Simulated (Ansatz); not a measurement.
Consider the hydrogenolysis of a C–C bond: `N#CC(F)(F)F` + H₂ → `FC(F)F` + `C#N`.

Calculated with Ansatz (gas phase, PBE0-D4/def2-TZVP geometries, no zero-point term in ΔE). CCSD(T)/CBS is the MP2 limit (def2-TZVPP, def2-QZVPP) plus CCSD(T) − MP2 in def2-TZVPP, frozen cores. This one scheme is used for every species. Functionals use def2-TZVPP.

CCSD(T)/CBS gives -0.94 eV.

(1) Another level gave -0.97 eV. Which?
A. r2SCAN-D4/def2-TZVPP
B. BHLYP/def2-TZVPP
C. CCSD/def2-TZVPP
D. r2SCAN0/def2-TZVPP

Largest T1 diagnostic among the species: 0.014.

Results:

(1) C. CCSD/def2-TZVPP -0.97, r2SCAN0 -0.90, r2SCAN-D4 -0.81, BHLYP -1.03 eV.

Leaving LDA and LC-ωPBE aside and taking each functional with its dispersion term where it has one, the values, not all of them listed here, spread over 0.24 eV, from BHLYP-D4 to revPBE-D4. LDA lies +0.10 eV from PBE without D4. From PBE to PBE0 (25 % exact exchange), in def2-TZVPP and without D4, ΔE moves by −0.08 eV.

CCSD(T)/CBS has its own doubt, a few kJ/mol and more with outer-core shells, so smaller differences from it don't rank the levels.
